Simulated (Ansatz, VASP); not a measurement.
PtSe2 (Sudovikovite): VASP beside Ansatz

INCAR

```
SYSTEM = PtSe2
  ALGO = Normal
  EDIFF = 1E-6
  ENCUT = 520
  GGA = PE
  ISIF = 2
  ISMEAR = 0
  IVDW = 12
  LASPH = .True.
  LCHARG = .False.
  LREAL = .False.
  LWAVE = .False.
  NBANDS = 18
  NELM = 100
  PREC = Accurate
  SIGMA = 0.1
```

The input KPOINTS:

```
k-points
0
Gamma
  6 6 4
  0 0 0
```

File POSCAR:

```
PtSe2
1.0
    3.7240000000      0.0000000000      0.0000000000
   -1.8620000000      3.2250786037      0.0000000000
    0.0000000000      0.0000000000      5.0620000000
Pt Se
1 2
Direct
    0.0000000000      0.0000000000      0.0000000000
    0.3333333333      0.6666666667      0.2500000000
    0.6666666667      0.3333333333      0.7500000000
```

Input for Ansatz:

```yaml
crystal:
  lattice:
    - [3.724, 0.0, 0.0]
    - [-1.862, 3.2250786037, 0.0]
    - [0.0, 0.0, 5.062]
  atoms:
    - { symbol: Pt, position: [0.0, 0.0, 0.0] }
    - { symbol: Se, position: [0.3333333333, 0.6666666667, 0.25] }
    - { symbol: Se, position: [0.6666666667, 0.3333333333, 0.75] }
basis:
  ecutwfc: 420
kpoints:
  mp_grid: { grid: [6, 6, 4] }
hamiltonian:
  xc: pbe
  dispersion: d3bj
scf:
  occupations: { method: gaussian, width: 0.1 }
output:
  forces: true
  stress: true
  eigenvalues: true
```

Alike in both runs: task single point; functional PBE; dispersion D3(BJ); k mesh 6 × 6 × 4; occupations gaussian, width 0.1 eV; no spin polarisation.

|  | VASP | Ansatz |
| --- | --- | --- |
| version | VASP 6.6.1 | Ansatz 0.2.0 |
| potentials or method | VASP PAW PBE potentials, release 64 (Pt, Se) | scalar-relativistic, plane waves, PAW |
| plane-wave cutoff (eV) | 520 | 420 |
| valence electrons in the cell | 22 | 50 |

|  | VASP | Ansatz | Ansatz less VASP |
| --- | --- | --- | --- |
| gap on the k mesh at the Fermi level (eV) | none | none | - |
| pressure (GPa) | 3.5 | 3.5 | 0.00 |
| largest component of the traceless stress (GPa) | 1.33 | 1.32 | -0.014 |
| rms of the force components (eV/Å) | 0.287 | 0.283 | -0.0040 |

Atom by atom the forces differ by 0.004 eV/Å (rms over components). A gap of «none» marks a metal or a gap that the smearing closes. The two sets of potentials don't hold the same shells in valence.

Caveats: pairwise dispersion overbinds metals, which lowers pressure and volume. The runs have no spin-orbit coupling, so splittings on Pt are missing.
